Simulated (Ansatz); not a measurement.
## Relaxing sulfur (alpha-S8 (Fddd))

Level of theory: DFT, PBE, plane waves (420 eV) with PAW, scalar-relativistic in Ansatz.

k-point mesh 3×3×3, Fermi-Dirac smearing 0.05 eV, no spin polarisation. Cell and atoms relax.

Starting structure:

```xyz
32
Lattice="0.0000 6.4330 12.2430 5.2325 0.0000 12.2430 5.2325 6.4330 0.0000" Properties=species:S:1:pos:R:3 pbc="T T T"
S     5.0326    5.4333   10.3698
S     5.0326    7.4327   14.1162
S     5.4324    5.4333   14.1162
S     5.4324    7.4327   10.3698
S     8.0486    8.6498   16.4913
S     7.6489   10.6492   16.4913
S     7.6489    8.6498   20.2377
S     8.0486   10.6492   20.2377
S     4.2812    4.4375    7.3140
S     4.2812    8.4285   17.1720
S     6.1838    4.4375   17.1720
S     6.1838    8.4285    7.3140
S     8.8000    7.6540   13.4355
S     1.6650    5.2120   13.4355
S     1.6650    7.6540   11.0505
S     8.8000    5.2120   11.0505
S     3.4733    5.0885    9.0843
S     3.4733    7.7775   15.4017
S     6.9917    5.0885   15.4017
S     6.9917    7.7775    9.0843
S     9.6079    8.3050   15.2058
S     6.0896   10.9940   15.2058
S     6.0896    8.3050   21.5232
S     9.6079   10.9940   21.5232
S     4.3032    6.8486   18.4624
S     6.1618    6.0174   18.4624
S     6.1618    6.8486    6.0236
S     4.3032    6.0174    6.0236
S     6.9195   10.0651   12.1451
S     6.9195    2.8009   12.3409
S     3.5455   10.0651   12.3409
S     3.5455    2.8009   12.1451
```

**Question.** The pressure at the start is 3.0 GPa. By how much does the volume change?

**Answer.** From 25.76 to 37.24 Å³ per atom, 44.6 %. The final cell has a = 12.338 Å, b = 15.061 Å, c = 25.655 Å.

**Question.** How much energy does the relaxation gain?

**Answer.** 34.5 meV per atom.

Path of the relaxation (the plane waves are chosen anew near the end, which can shift the energy a little):

```csv
step,E − E(final) (meV/atom),V (Å³/atom),P (GPa),max force (eV/Å)
0,34.47,25.757,2.99,0.344
1,14.14,29.466,0.41,0.280
2,5.14,31.604,0.36,0.047
3,4.01,32.757,0.16,0.029
4,3.53,33.454,0.03,0.008
5,3.48,33.828,0.00,0.011
6,3.47,33.912,-0.01,0.006
7,3.46,33.934,-0.01,0.004
8,1.36,33.934,0.09,0.004
9,0.74,35.186,0.13,0.033
10,0.38,36.479,0.08,0.042
11,0.34,37.498,-0.01,0.033
12,0.26,37.334,-0.04,0.027
13,0.23,37.244,0.00,0.003
14,0.00,37.244,0.01,0.003
```
